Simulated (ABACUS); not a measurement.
GaP:

```xyz
2
Lattice="-2.7252 0.0000 2.7252 0.0000 2.7252 2.7252 -2.7252 2.7252 0.0000" Properties=species:S:1:pos:R:3 pbc="T T T"
Ga    0.0000    0.0000    0.0000
P    -1.3626    1.3626    1.3626
```

Base run:

```yaml
Program: ABACUS 3.10.1
Functional: PW91
Potentials_or_basis: PseudoDojo NC SR 0.5 PBE stringent
Cutoff: 1551 eV
Density_cutoff: 6204 eV
Basis: plane waves
k_mesh: 6 × 6 × 6
Occupations: fermi-dirac, width 0.05 eV
Spin: no spin polarisation
```

Its results: band gap on the k mesh 1.64 eV, indirect (least direct gap 1.76 eV); pressure 2.4 GPa.

Q: The run is repeated on the same cell with these changes: functional from PW91 to LDA-PW92; potentials or basis from PseudoDojo NC SR 0.5 PBE stringent to PseudoDojo NC SR 0.4.1 LDA standard; cutoff from 1551 eV to 1102 eV; density cutoff from 6204 eV to 4408 eV; valence electrons from 26 to 18. What comes out?

A: Band gap on the k mesh 1.50 eV, indirect (least direct gap 1.60 eV); pressure -2.9 GPa.

Caveats: the potentials were made for another functional, which shifts forces and pressure (some runs).

A k mesh can miss the band edges.

Not every run made on this cell is shown here.
